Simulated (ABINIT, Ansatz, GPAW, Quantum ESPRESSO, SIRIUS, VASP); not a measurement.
**Hf: programs and potentials compared**

```
CELL_PARAMETERS angstrom
3.19670 0.00000 0.00000
-1.59835 2.76842 0.00000
0.00000 0.00000 5.05780
ATOMIC_POSITIONS crystal
Hf 0.67080 0.34630 0.75451
Hf 0.32565 0.67287 0.24668
```

Atoms were shifted at random by some hundredths of an Å from the given cell, which wasn't relaxed again for these runs.

Alike in all runs: task single point; functional PBEsol; k mesh 10 × 10 × 5; occupations fermi-dirac, width 0.05 eV; no spin polarisation; no spin-orbit coupling. Pressure is positive in compression and, in plane waves, holds the error of the finite cutoff, which Ansatz's Pulay term estimates and takes out.

```tsv
program and potentials	plane-wave cutoff (eV)	notes	pressure (GPa)	largest force (eV/Å)	energy over the undisturbed cell (meV/atom)
Ansatz, Ansatz PAW	420	potentials made for PBE, which Ansatz adapts in part; 26 valence electrons an atom on average	?	?	?
Ansatz, all-electron LAPW, scalar-relativistic	-	-	-3.83	0.146	-
VASP, PBE PAW files Hf_pv, 520 eV	520	potentials made for PBE; 10 valence electrons an atom on average	-4.24	0.141	-
Quantum ESPRESSO, GBRV 1.5 PBEsol	612	12 valence electrons an atom on average	-3.81	0.147	1.88
SIRIUS, PseudoDojo 0.4.1 PBEsol standard (scalar relativistic)	807	12 valence electrons an atom on average	-3.52	0.146	-
GPAW, PAW data sets generated for this functional	600	12 valence electrons an atom on average	-3.47	0.150	1.92
ABINIT, PseudoDojo NC SR PBEsol v0.4.1 standard	789	12 valence electrons an atom on average	-3.52	0.146	1.87
```

Question: Estimate from the other rows what the run with Ansatz, Ansatz PAW gave.

Answer: Pressure -3.85 GPa; largest force 0.145 eV/Å; energy over the undisturbed cell 1.86 meV/atom. Its pressure holds a Pulay term of +0.04 GPa. The other rows, which needn't bracket it: pressure -4.24 to -3.47; largest force 0.141 to 0.150; energy over the undisturbed cell 1.87 to 1.92.
